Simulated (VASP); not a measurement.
Set up this calculation in VASP 6.6.1, as the native input.

```yaml
Task: band structure
Functional: PBE
Potentials_or_basis: VASP PAW PBE potentials, release 64 (Ge_d, Se)
Cutoff: 520 eV
k_mesh: 2 × 6 × 6
Occupations: gaussian, width 0.03 eV
Spin: spin-orbit coupling, no magnetisation
Further_INCAR_settings: ALGO = Normal; EDIFF = 1e-06
```

The structure of GeSe lies in POSCAR:

```
GeSe                                    
1.0
   10.9655862498      0.0000000000      0.0000000000
    0.0000000000      3.8827657750      0.0000000000
    0.0000000000     -0.0000000000      4.4200472921
  Ge              Se            
     4     4
Direct
     0.1233927516312001    0.7500000000000000    0.8875163003595742
     0.6233927516312001    0.7500000000000000    0.6124836996404259
     0.3766072483687999    0.2500000000000000    0.3875163003595742
     0.8766072483687999    0.2500000000000000    0.1124836996404258
     0.8548942551904906    0.7500000000000000    0.5018587096336309
     0.3548942551904906    0.7500000000000000    0.9981412903663692
     0.6451057448095094    0.2500000000000000    0.0018587096336308
     0.1451057448095094    0.2500000000000000    0.4981412903663692
```

These files were run (other wordings do the same):

INCAR

```
PREC = Accurate ; ENCUT = 520
EDIFF = 1E-6 ; ISMEAR = 0
SIGMA = 0.03 ; LREAL = F
LASPH = T ; NELM = 80
ALGO = Normal ; ISIF = 2
LWAVE = F ; LCHARG = F
MAGMOM = 0 0 0 0 0 0 0 0 0 0 0 0 0 0 0 0 0 0 0 0 0 0 0 0 ; LORBIT = 11
LSORBIT = T ; GGA_COMPAT = F
GGA = PE ; KPAR = 2
```

KPOINTS

```
Automatic mesh
0
Gamma
  2 6 6
```

KPOINTS_OPT

```
explicit points
258
Reciprocal
 0.0000000000  0.0000000000  0.0000000000 1
 0.0000000000  0.0357142857  0.0000000000 1
 0.0000000000  0.0714285714  0.0000000000 1
 0.0000000000  0.1071428571  0.0000000000 1
 0.0000000000  0.1428571429  0.0000000000 1
 0.0000000000  0.1785714286  0.0000000000 1
[... 250 lines left out ...]
 0.0000000000  0.5000000000  0.0243984500 1
 0.0000000000  0.5000000000 -0.0243984500 1
```

Potentials or basis: VASP PAW PBE potentials, release 64 (Ge_d, Se).

Run with:

```bash
$ cat potpaw_PBE.64/Ge_d/POTCAR potpaw_PBE.64/Se/POTCAR > POTCAR
$ mpirun -np 2 vasp_ncl > vasp.out
```

It gave:

```
Pressure                                              : 1.0 GPa
Largest force                                         : 0.031 eV/Å
Valence electrons inside the program's atomic spheres : Ge 12.12; Se 3.81
```

It took 59 min on 2 MPI ranks on Intel(R) Xeon(R) Platinum 8559C (Emerald Rapids), on a shared host, peak memory 1.5 GiB a rank.
